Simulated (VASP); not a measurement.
A run of VASP 6.6.1 is set up as follows.

File INCAR:

```
SYSTEM = HC5
  ALGO = Normal
  EDIFF = 1E-6
  EDIFFG = -0.01
  ENCUT = 450
  GGA = PE
  IBRION = 2
  ISIF = 2
  ISMEAR = -1
  LASPH = .True.
  LCHARG = .False.
  LREAL = .False.
  LWAVE = .False.
  NELM = 80
  NSW = 60
  PREC = Accurate
  SIGMA = 0.05
```

Contents of KPOINTS:

```
k-points
0
Gamma
  8 4 1
  0 0 0
```

File POSCAR:

```
HC5
1.0
    2.5222498885      0.0000000000      0.0000000000
    0.0000000000      5.0444997770      0.0000000000
    0.0000000000      0.0000000000     21.8497500000
C H
20 4
Direct
    0.0000000000      0.0894290741      0.6790809964
    0.0000000000      0.4105709259      0.6790809964
    0.5000000000      0.0000000000      0.6428448838
    0.5000000000      0.5000000000      0.6428448838
    0.5000000000      0.2500000000      0.6020320599
    0.5000000000      0.7500000000      0.6020320599
    0.0000000000      0.2500000000      0.5612192359
    0.0000000000      0.7500000000      0.5612192359
    0.0000000000      0.0000000000      0.5204064120
    0.0000000000      0.5000000000      0.5204064120
    0.5000000000      0.0000000000      0.4795935880
    0.5000000000      0.5000000000      0.4795935880
    0.5000000000      0.2500000000      0.4387807641
    0.5000000000      0.7500000000      0.4387807641
    0.0000000000      0.2500000000      0.3979679401
    0.0000000000      0.7500000000      0.3979679401
    0.0000000000      0.0000000000      0.3571551162
    0.0000000000      0.5000000000      0.3571551162
    0.5000000000      0.0894290741      0.3209190036
    0.5000000000      0.4105709259      0.3209190036
    0.0000000000      0.0043859541      0.7253973158
    0.0000000000      0.4956140459      0.7253973158
    0.5000000000      0.0043859541      0.2746026842
    0.5000000000      0.4956140459      0.2746026842
```

Potentials or basis: VASP PAW PBE potentials, release 64 (C, H).

Launch:

```sh
$ cat potpaw_PBE.64/C/POTCAR potpaw_PBE.64/H/POTCAR > POTCAR
$ mpirun -np 1 vasp_std > vasp.out
```

(1) Predict the energy gained by relaxing.

(2) Predict the band gap on the k mesh.

Answers

(1) 53.6 meV/atom.

(2) 3.23 eV, direct.
